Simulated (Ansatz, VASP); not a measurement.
**One calculation of Cd, two programs**

```
Cd
1.0
     2.99374    0.00000    0.00000
    -1.49687    2.59265    0.00000
     0.00000    0.00000    3.03653
Cd
1
Direct
  0.00000 0.00000 0.00000
```

Alike in both runs: functional r2SCAN; k mesh 6 × 6 × 6; occupations gaussian, width 0.1 eV; no spin polarisation.

Ansatz relaxed the structure, and its values are those at the end. VASP's run is a single point on that final structure, the one shown.

|  | VASP | Ansatz |
| --- | --- | --- |
| version | VASP 6.6.1 | Ansatz 0.2.0 |
| potentials or method | VASP PAW PBE potentials, release 64 (Cd) | scalar-relativistic, plane waves, PAW |
| plane-wave cutoff (eV) | 520 | 500 |
| valence electrons in the cell | 12 | 20 |

Ansatz gave:

```
gap on the k mesh at the Fermi level (eV) : none
pressure (GPa)                            : 0.0
```

What did VASP give for the same quantities?

gap on the k mesh at the Fermi level (eV): none; pressure (GPa): 0.2.

A gap of «none» marks a metal or a gap that the smearing closes. The two sets of potentials don't hold the same shells in valence.

Caveats: the k mesh is coarse (spacing up to 0.40 Å⁻¹), so the values aren't converged; the PAW data sets were made with another functional, which shifts forces and pressure a little (VASP).
